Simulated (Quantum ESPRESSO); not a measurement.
The system is PtS2.

```
Pt S
1.0
     3.54320    0.00000    0.00000
    -1.77160    3.06850    0.00000
     0.00000    0.00000    5.03880
Pt S
1 2
Cartesian
  0.0000 0.0000 0.0000
  1.7716 1.0228 3.8950
  0.0000 2.0457 1.1438
```

```yaml
Program: Quantum ESPRESSO 7.5
Task: single point
Functional: PBEsol
Potentials_or_basis: GBRV 1.5 PBEsol
Cutoff: 612 eV
Density_cutoff: 4898 eV
k_mesh: 9 × 9 × 5
Occupations: fermi-dirac, width 0.05 eV
Spin: no spin polarisation
```

On this cell: pressure 6.0 GPa; largest force 0.940 eV/Å; band gap on the k mesh 0.95 eV, indirect (least direct gap 0.99 eV).

The same run follows on a disturbed copy (atoms moved at random, drawn with an rms of 0.05 Å):

```
CELL_PARAMETERS angstrom
3.54320 0.00000 0.00000
-1.77160 3.06850 0.00000
0.00000 0.00000 5.03880
ATOMIC_POSITIONS crystal
Pt 0.99943 0.99349 0.01005
S 0.66718 0.33107 0.77169
S 0.33506 0.67148 0.23435
```

What does the disturbed cell give?

The energy moves by -4.6 meV/atom; pressure 4.3 GPa; largest force 1.090 eV/Å; band gap on the k mesh 0.82 eV, indirect (least direct gap 0.95 eV).

Forces on the atoms (eV/Å):
```
Pt  -0.162  0.462 -0.725
S    0.020 -0.087 -0.289
S    0.142 -0.375  1.014
```

Stress tensor (GPa, compression positive):
```
 5.09 -0.23  0.38
-0.23  3.99 -0.88
 0.38 -0.88  3.68
```

Caveats: spin-orbit coupling is left out, which moves the levels of the heavy elements; an odd mesh through Γ misses points on the zone boundary, where band edges often lie.
